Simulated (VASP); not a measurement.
# ZnSe (F-43m) in VASP: further runs

Runs on ZnSe. Level: PBE. Tasks: relaxation of cell and atoms.

All numbers are computed with VASP 6.6.1; they aren't measurements. Logs are shortened: lines on timing, memory, paths and dates and some standing lists are left out, and cuts for length are marked.

## (1) Starting point

Symmetry: F-43m, No. 216, cubic system. Conventional cell: a = 5.668 Å, b = 5.668 Å, c = 5.668 Å, α = 90.00°, β = 90.00°, γ = 90.00°. Zn (site symmetry -43m) has 4 Se at 2.45 Å as nearest neighbours. Around Se (site symmetry -43m) lie 4 Zn at 2.45 Å.

## (2) Relaxation of cell and atoms, PBE

Contents of INCAR:

```
  PREC = Accurate
  ENCUT = 520
  EDIFF = 1E-7
  ISMEAR = 0
  SIGMA = 0.02
  LREAL = F
  LASPH = T
  NELM = 60
  ALGO = Normal
  ISIF = 3
  LWAVE = F
  LCHARG = F
  GGA = PE
  IBRION = 2
  NSW = 80
  EDIFFG = -0.002
  KPAR = 4
```

Contents of KPOINTS:

```
regular mesh
0
Gamma
  10 10 10
```

Contents of POSCAR:

```
ZnSe
1.0
    0.0000000000      2.8338000000      2.8338000000
    2.8338000000      0.0000000000      2.8338000000
    2.8338000000      2.8338000000      0.0000000000
Zn Se
1 1
Direct
    0.0000000000      0.0000000000      0.0000000000
    0.2500000000      0.2500000000      0.2500000000
```

Potentials or basis: VASP PAW PBE potentials, release 64 (Zn, Se).

On the command line:

```sh
cat potpaw_PBE.64/Zn/POTCAR potpaw_PBE.64/Se/POTCAR > POTCAR
mpirun -np 4 vasp_std > vasp.out
```

OUTCAR:

```text
PREC = Accurate
   ENCUT = 520
   EDIFF = 1E-7
   ISMEAR = 0
   LREAL = F
   LASPH = T
   NELM = 60
   ISIF = 3
   GGA = PE
   IBRION = 2
   NSW = 80
   EDIFFG = -0.002

 ion  position               nearest neighbor table
   1  0.000  0.000  0.000-   2 2.45   2 2.45   2 2.45   2 2.45
   2  0.250  0.250  0.250-   1 2.45   1 2.45   1 2.45   1 2.45

  LATTYP: Found a face centered cubic cell.
 ALAT       =     5.6676000000

  Lattice vectors:

 A1 = (   0.0000000000,   2.8338000000,   2.8338000000)
 A2 = (   2.8338000000,   0.0000000000,   2.8338000000)
 A3 = (   2.8338000000,   2.8338000000,   0.0000000000)

Analysis of symmetry for initial positions (statically):
=====================================================================
 Subroutine PRICEL returns:
 Original cell was already a primitive cell.

 Routine SETGRP: Setting up the symmetry group for a
 face centered cubic supercell.

 Subroutine GETGRP returns: Found 24 space group operations
 (whereof 24 operations were pure point group operations)
 out of a pool of 48 trial point group operations.

The static configuration has the point symmetry T_d .

Analysis of symmetry for dynamics (positions and initial velocities):
=====================================================================
 Subroutine PRICEL returns:
 Original cell was already a primitive cell.

 Routine SETGRP: Setting up the symmetry group for a
 face centered cubic supercell.

 Subroutine GETGRP returns: Found 24 space group operations
 (whereof 24 operations were pure point group operations)
 out of a pool of 48 trial point group operations.

The dynamic configuration has the point symmetry T_d .

 Subroutine INISYM returns: Found 24 space group operations
 (whereof 24 operations are pure point group operations),
 and found     1 'primitive' translations

----------------------------------------------------------------------------------------

                                     Primitive cell

  volume of cell :      45.5132

  direct lattice vectors                    reciprocal lattice vectors
     0.000000000  2.833800000  2.833800000    -0.176441527  0.176441527  0.176441527
     2.833800000  0.000000000  2.833800000     0.176441527 -0.176441527  0.176441527
     2.833800000  2.833800000  0.000000000     0.176441527  0.176441527 -0.176441527

  length of vectors
     4.007598393  4.007598393  4.007598393     0.305605690  0.305605690  0.305605690

  position of ions in fractional coordinates (direct lattice)
     0.000000000  0.000000000  0.000000000
     0.250000000  0.250000000  0.250000000

  ion indices of the primitive-cell ions
   primitive index   ion index
                 1           1
                 2           2

----------------------------------------------------------------------------------------

 KPOINTS: regular mesh

Automatic generation of k-mesh.
 Grid dimensions read from file:
 generate k-points for:   10   10   10

 Generating k-lattice:

  Cartesian coordinates                     Fractional coordinates (reciprocal lattice)
    -0.017644153  0.017644153  0.017644153     0.100000000  0.000000000  0.000000000
     0.017644153 -0.017644153  0.017644153     0.000000000  0.100000000  0.000000000
     0.017644153  0.017644153 -0.017644153     0.000000000  0.000000000  0.100000000

  Length of vectors
     0.030560569  0.030560569  0.030560569

  Shift w.r.t. Gamma in fractional coordinates (k-lattice)
     0.000000000  0.000000000  0.000000000

 Subroutine IBZKPT returns following result:
 ===========================================

 Found     47 irreducible k-points:

 Following reciprocal coordinates:
            Coordinates               Weight
  0.000000  0.000000  0.000000      1.000000
  0.100000  0.000000  0.000000      8.000000
  0.200000  0.000000  0.000000      8.000000
  0.300000  0.000000  0.000000      8.000000
  0.400000  0.000000  0.000000      8.000000
  0.500000  0.000000  0.000000      4.000000
[... 16 lines left out ...]
  0.300000  0.300000  0.000000      6.000000
  0.400000  0.300000  0.000000     24.000000
 [... further k-points ...]
   k-points           NKPTS =     47   k-points in BZ     NKDIM =     47   number of bands    NBANDS=     13
   number of dos      NEDOS =    301   number of ions     NIONS =      2
   total plane-waves  NPLWV =  27000
   dimension x,y,z NGX =    30 NGY =   30 NGZ =   30
   dimension x,y,z NGXF=    60 NGYF=   60 NGZF=   60
   ions per type =               1   1
   NGX,Y,Z   is equivalent  to a cutoff of  12.44, 12.44, 12.44 a.u.
   NGXF,Y,Z  is equivalent  to a cutoff of  24.89, 24.89, 24.89 a.u.
 SYSTEM =  unknown system
   PREC   = accura    normal or accurate (medium, high low for compatibility)
   ISTART =      0    job   : 0-new  1-cont  2-samecut
   ICHARG =      2    charge: 1-file 2-atom 10-const
   ISPIN  =      1    spin polarized calculation?
   LNONCOLLINEAR =      F non collinear calculations
   LSORBIT =      F    spin-orbit coupling
   LASPH  =      T    aspherical Exc in radial PAW
   ENCUT  =  520.0 eV  38.22 Ry    6.18 a.u.   7.45  7.45  7.45*2*pi/ulx,y,z
   NELM   =     60;   NELMIN=  2; NELMDL= -5     # of ELM steps
   EDIFF  = 0.1E-06   stopping-criterion for ELM
   LREAL  =      F    real-space projection
   EDIFFG = -.2E-02   stopping-criterion for IOM
   NSW    =     80    number of steps for IOM
   IBRION =      2    ionic relax: 0-MD 1-quasi-New 2-CG
   NFREE  =      1    steps in history (QN), initial steepest desc. (CG)
   ISIF   =      3    stress and relaxation
   ISYM   =      2    0-nonsym 1-usesym 2-fastsym
   POTIM  = 0.5000    time-step for ionic-motion
   TEBEG  =    0.0;   TEEND  =   0.0 temperature during run
   PSTRESS=    0.0 pullay stress
   NELECT =      18.0000    total number of electrons
   NUPDOWN=      -1.0000    fix difference up-down
   EMIN   =  10.00;   EMAX   =-10.00  energy-range for DOS
   EFERMI =   0.00;   METHOD = LEGACY
   ISMEAR =     0;   SIGMA  =   0.02  broadening in eV -4-tet -1-fermi 0-gaus
   EFERMI_NEDOS =   21; number of points for ismear=-14 and -15
   IALGO  =     38    algorithm
   IMIX   =      4    mixing-type and parameters
     AMIX     =   0.40;   BMIX     =  1.00
     AMIX_MAG =   1.60;   BMIX_MAG =  1.00
  volume/ion in A,a.u.               =      22.76       153.57
  Fermi-wavevector in a.u.,A,eV,Ry     =   1.201673  2.270834 19.647073  1.444019
  Thomas-Fermi vector in A             =   2.337476
   LORBIT       =      0    0 simple, 1 ext, 2 COOP (PROOUT), +10 PAW based schemes
   GGA     = PE    functional components
   LHFCALC =     F    Hartree Fock is set to
   AEXX    =    0.0000 exact exchange contribution
   IVDW    =     0    specifies the selected vdW correction
   LEPSILON=     F    determine dielectric tensor
   LRPA    =     F    only Hartree local field effects (RPA)
 conjugate gradient relaxation of ions
 non-spin polarized calculation
 Gauss-broadening in eV      SIGMA  =   0.02
  energy-cutoff  :      520.00
  volume of cell :       45.51
 maximum number of plane-waves:      1244
 NGX is ok and might be reduce to    30
   NGX = 15   NGY = 15   NGZ = 15

--------------------------------------- Ionic step        1  -------------------------------------------

 number of electron      18.0000012 magnetization

 Free energy of the ion-electron system (eV)
  ---------------------------------------------------
  ext. energy  EPLUGINS =         0.00000000
  ---------------------------------------------------
  free energy    TOTEN  =        -6.02076833 eV

  energy without entropy =       -6.02076833  energy(sigma->0) =       -6.02076833

------------------------ aborting loop because EDIFF is reached ----------------------------------------

  FORCE on cell =-STRESS in cart. coord.  units (eV):
  Direction    XX          YY          ZZ          XY          YZ          ZX
  --------------------------------------------------------------------------------------
  -------------------------------------------------------------------------------------
  Total        0.6699390      0.6699390      0.6699390     -0.0000000     -0.0000000      0.0000000
  in kB       23.5835002     23.5835002     23.5835002     -0.0000000     -0.0000000      0.0000000
  external PRESSURE =      23.5835002 kB  Pullay stress =       0.0000000 kB

 VOLUME and BASIS-vectors are now :
 -----------------------------------------------------------------------------
  energy-cutoff  :      520.00
  volume of cell :       45.51
      direct lattice vectors                 reciprocal lattice vectors
     0.000000000  2.833800000  2.833800000    -0.176441527  0.176441527  0.176441527
     2.833800000  0.000000000  2.833800000     0.176441527 -0.176441527  0.176441527
     2.833800000  2.833800000  0.000000000     0.176441527  0.176441527 -0.176441527
[... 37 lines left out ...]
 POSITION                                       TOTAL-FORCE (eV/Angst)
 -----------------------------------------------------------------------------------
      2.87959      2.87959      5.75919        -0.000000     -0.000000     -0.000000
      1.43980      1.43980      1.43980         0.000000      0.000000      0.000000
 -----------------------------------------------------------------------------------
    total drift:                               -0.000001     -0.000001     -0.000001

  FREE ENERGIE OF THE ION-ELECTRON SYSTEM (eV)
  ---------------------------------------------------
  free  energy   TOTEN  =        -6.0322730404 eV

  energy  without entropy=       -6.0322730404  energy(sigma->0) =       -6.03227304

--------------------------------------- Ionic step        3  -------------------------------------------

 number of electron      18.0000016 magnetization

 Free energy of the ion-electron system (eV)
  ---------------------------------------------------
  ext. energy  EPLUGINS =         0.00000000
  ---------------------------------------------------
  free energy    TOTEN  =        -6.03315253 eV

  energy without entropy =       -6.03315253  energy(sigma->0) =       -6.03315253

 E-fermi :   1.4293     XC(G=0):  -9.1506

 val. band max:        1.2965060460   @ k =   0.0000   0.0000   0.0000
 cond. band min:       2.4371438683   @ k =   0.0000   0.0000   0.0000
 fundamental gap:      1.1406378224
 Fermi energy:         1.4292600514

 k-point     1 :       0.0000    0.0000    0.0000
  band No.  band energies     occupation
      1     -11.7281      2.00000
      2      -5.1188      2.00000
      3      -5.1188      2.00000
      4      -5.1188      2.00000
      5      -4.7823      2.00000
      6      -4.7823      2.00000
      7       1.2965      2.00000
      8       1.2965      2.00000
      9       1.2965      2.00000
     10       2.4371      0.00000
     11       7.1072      0.00000
     12       7.1072      0.00000
     13       7.1072      0.00000

 k-point     2 :       0.1000    0.0000    0.0000
  band No.  band energies     occupation
      1     -11.6675      2.00000
      2      -5.1137      2.00000
      3      -5.1093      2.00000
      4      -5.1093      2.00000
      5      -4.7832      2.00000
      6      -4.7832      2.00000
      7       0.3375      2.00000
      8       1.2029      2.00000
      9       1.2029      2.00000
     10       3.2144      0.00000
     11       7.0197      0.00000
[... 339 lines left out ...]
 k-point    24 :       0.4000    0.3000    0.0000
  band No.  band energies     occupation
      1     -10.9718      2.00000
      2      -5.0735      2.00000
      3      -4.9513      2.00000
      4      -4.9404      2.00000
      5      -4.7509      2.00000
      6      -4.7493      2.00000
      7      -2.6018      2.00000
      8      -0.5711      2.00000
      9      -0.3614      2.00000
     10       4.8922      0.00000
     11       5.4029      0.00000
     12       9.4325      0.00000
     13      10.3624      0.00000

 [... further k-points ...]
[... 5 lines left out ...]
  --------------------------------------------------------------------------------------
  -------------------------------------------------------------------------------------
  Total        0.0036468      0.0036468      0.0036468      0.0000000      0.0000000     -0.0000000
  in kB        0.1236263      0.1236263      0.1236263      0.0000000      0.0000000     -0.0000000
  external PRESSURE =       0.1236263 kB  Pullay stress =       0.0000000 kB

 VOLUME and BASIS-vectors are now :
 -----------------------------------------------------------------------------
  energy-cutoff  :      520.00
  volume of cell :       47.26
      direct lattice vectors                 reciprocal lattice vectors
    -0.000000000  2.869645869  2.869645869    -0.174237527  0.174237527  0.174237527
     2.869645869 -0.000000000  2.869645869     0.174237527 -0.174237527  0.174237527
     2.869645869  2.869645869  0.000000000     0.174237527  0.174237527 -0.174237527

 POSITION                                       TOTAL-FORCE (eV/Angst)
 -----------------------------------------------------------------------------------
      0.00000      0.00000      0.00000         0.000000      0.000000     -0.000000
      1.43482      1.43482      1.43482        -0.000000     -0.000000      0.000000
 -----------------------------------------------------------------------------------
    total drift:                               -0.000001     -0.000001     -0.000001

  FREE ENERGIE OF THE ION-ELECTRON SYSTEM (eV)
  ---------------------------------------------------
  free  energy   TOTEN  =        -6.0331525328 eV

  energy  without entropy=       -6.0331525328  energy(sigma->0) =       -6.03315253

 reached required accuracy - stopping structural energy minimisation
```

Wall time 26 s (4 MPI ranks of AMD EPYC 7R13 (Zen 3), shared host); peak memory 0.16 GiB.

What came out:

| Property | Result |
| --- | --- |
| Free energy | -6.0332 eV |
| Relaxed volume | 23.63 Å³/atom |
| Relaxed cell | a = 4.058 Å, b = 4.058 Å, c = 4.058 Å, α = 60.00°, β = 60.00°, γ = 60.00° |
| Space group after relaxing (to 0.05 Å) | F-43m (No. 216) |
| Energy gained by relaxing | 6.2 meV/atom |
| Ionic steps | 3 |
| Pressure after relaxing | 0.0 GPa |
| Band gap on the k mesh | 1.14 eV, direct |

The path:
```
step  energy change (eV)  largest force (eV/Å)  pressure (GPa)  volume (Å³)
   1              0.0000                0.0000            2.36        45.51
   2             -0.0115                0.0000           -0.56        47.76
   3             -0.0124                0.0000            0.01        47.26
```

Final structure:
```
Zn Se
1.0
     0.00000    2.86965    2.86965
     2.86965    0.00000    2.86965
     2.86965    2.86965    0.00000
Zn Se
1 1
Direct
  0.00000 0.00000 0.00000
  0.25000 0.25000 0.25000
```

PBE usually gives volumes a little too large and moduli too small. Zero-point motion and thermal expansion aren't in these numbers.

[end of part 1 of 2]
